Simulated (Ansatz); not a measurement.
# WSe₂: random displacements

These are results of DFT PBEsol, scalar-relativistic, plane waves, PAW in Ansatz, not measurements. The runs took a 420 eV cutoff, a Γ-centred 12×12×2 mesh and Gaussian smearing (0.05 eV). Spin–orbit coupling is left out, which matters for the heavy elements here. No spin polarisation. Energies are free energies at this smearing, counted from the undisturbed cell; pressure is positive in compression.

The starting cell (as given, not relaxed at this level; this form isn't the usual structure):

```yaml
crystal:
  lattice:
    - [3.31794, 0.00000, 0.00000]
    - [-1.65897, 2.87342, 0.00000]
    - [0.00000, 0.00000, 16.65814]
  atoms:
    - { symbol: W, position: [0.00000, 0.00000, 0.00000] }
    - { symbol: Se, position: [0.33333, 0.66667, 0.09979] }
    - { symbol: Se, position: [0.33333, 0.66667, 0.90021] }
```

The cell holds layers and no dispersion correction was added, so their binding is poorly described.

After a displacement of all atoms with no net shift and a strain of the cell, the run gives ΔE = 498.4 meV/atom; stress (xx, yy, zz, yz, xz, xy; compression positive) (8.71, 9.66, 12.98, -5.13, -11.91, 2.69) GPa; gap on the mesh 1.53 eV.

```
atom Fx (eV/Å) Fy Fz
  W1      2.517   0.116  -0.626
 Se2     -4.574  -1.481   3.980
 Se3      2.056   1.364  -3.353
```

Problem. Which displacements (Å, in the unstrained cell) and strain were applied?

Solution.
```tsv
atom	ux	uy	uz
W1	-0.04	0.04	-0.02
Se2	0.13	0.06	0.03
Se3	-0.09	-0.09	-0.01
```
Strain (Voigt, engineering shear): (-0.0451, -0.0453, -0.0449, 0.0008, 0.1111, -0.0444).

Cost: 1 run of about 0.91 core-minutes, on Arm Neoverse V1 (shared hosts).